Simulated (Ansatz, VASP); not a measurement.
## Cu in VASP and in Ansatz

File INCAR:

```
SYSTEM = Cu
PREC = Accurate
ENCUT = 600
EDIFF = 1E-6
ISMEAR = 1
SIGMA = 0.1
LREAL = .FALSE.
LASPH = .TRUE.
NELM = 100
ALGO = Normal
ISIF = 3
LWAVE = .FALSE.
LCHARG = .FALSE.
GGA = PE
IBRION = 2
NSW = 60
EDIFFG = -0.005
```

KPOINTS

```
regular mesh
0
G
  26 26 26
  0 0 0
```

The input POSCAR:

```
Cu
1.0
    0.0000000000      1.8050000000      1.8050000000
    1.8050000000      0.0000000000      1.8050000000
    1.8050000000      1.8050000000      0.0000000000
Cu
1
Direct
    0.0000000000      0.0000000000      0.0000000000
```

Input for Ansatz:

```yaml
crystal:
  lattice:
    - [0.0, 1.805, 1.805]
    - [1.805, 0.0, 1.805]
    - [1.805, 1.805, 0.0]
  atoms:
    - { symbol: Cu, position: [0.0, 0.0, 0.0] }
kpoints:
  mp_grid: { grid: [26, 26, 26] }
scf:
  occupations: { method: cold, width: 0.1 }
hamiltonian:
  xc: pbe
  pseudopotentials: { kind: paw, azcp: { folder: soft_1 } }
output:
  forces: true
  stress: true
  populations: false
relax:
  f_tol: 0.005
  max_steps: 40
  cell: {}
```

Alike in both runs: task relaxation of cell and atoms; functional PBE; k mesh 26 × 26 × 26; no spin polarisation.

```csv
,VASP,Ansatz
version,VASP 6.6.1,Ansatz 0.2.0
potentials or method,"VASP PAW PBE potentials, release 64 (Cu)","plane-wave PAW, scalar-relativistic"
plane-wave cutoff (eV),600,420
occupations,"methfessel-paxton of order 1, width 0.1 eV","cold, width 0.1 eV"
valence electrons in the cell,11,19
```

VASP gave:

```
relaxed volume (Å³/atom)                                     : 12.01
relaxed cell length with the largest relative difference (Å) : 2.570
energy change over the relaxation (meV/atom)                 : -2
```

Task: Estimate Ansatz's values.

Result: Relaxed volume (Å³/atom): 11.95; relaxed cell length with the largest relative difference (Å): 2.566; energy change over the relaxation (meV/atom): -1.

The two sets of potentials don't hold the same shells in valence.
